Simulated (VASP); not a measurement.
# Tb under changes of volume

One of the cells (32.645 Å³/atom); the others are scaled copies at fixed shape and fractional positions:

```
CELL_PARAMETERS angstrom
0.00000 2.53665 2.53665
2.53665 0.00000 2.53665
2.53665 2.53665 0.00000
ATOMIC_POSITIONS crystal
Tb 0.00000 0.00000 0.00000
```

This isn't the form of Tb at room conditions, which is hcp.

```yaml
Program: VASP 6.6.1
Functional: PBE
Potentials_or_basis: VASP PAW PBE potentials, release 64 (Tb)
Cutoff: 520 eV
k_mesh: 9 × 9 × 9
Occupations: fermi-dirac, width 0.05 eV
Spin: collinear spin, ferromagnetic start
Starting_moments: "[6.0] μB"
```

```tsv
volume (Å³/atom)	energy over the lowest point (meV/atom)	pressure (GPa)
30.084	?	?
30.724	4.12	1.2
31.365	0.39	0.6
32.645	0.00	-0.5
33.285	2.89	-1.0
33.925	7.67	-1.4
```

Problem. What does the run at 30.084 Å³/atom give?

Solution. Energy over the lowest point 10.48 meV/atom; pressure 1.9 GPa.

Worked out: A Birch-Murnaghan fit of order 3 (a polynomial in V^(-2/3)) to the other rows has its minimum at 32.06 Å³/atom with B0 = V·E''(V) = 27 GPa and B' = 3.4. It gives 10.47 meV/atom at 30.084 Å³/atom, against the run's 10.48, and -dE/dV = 1.9 GPa, against 1.9.

Energies are extrapolated to zero smearing.

Caveats: the magnetic or orbital state may not be the lowest.
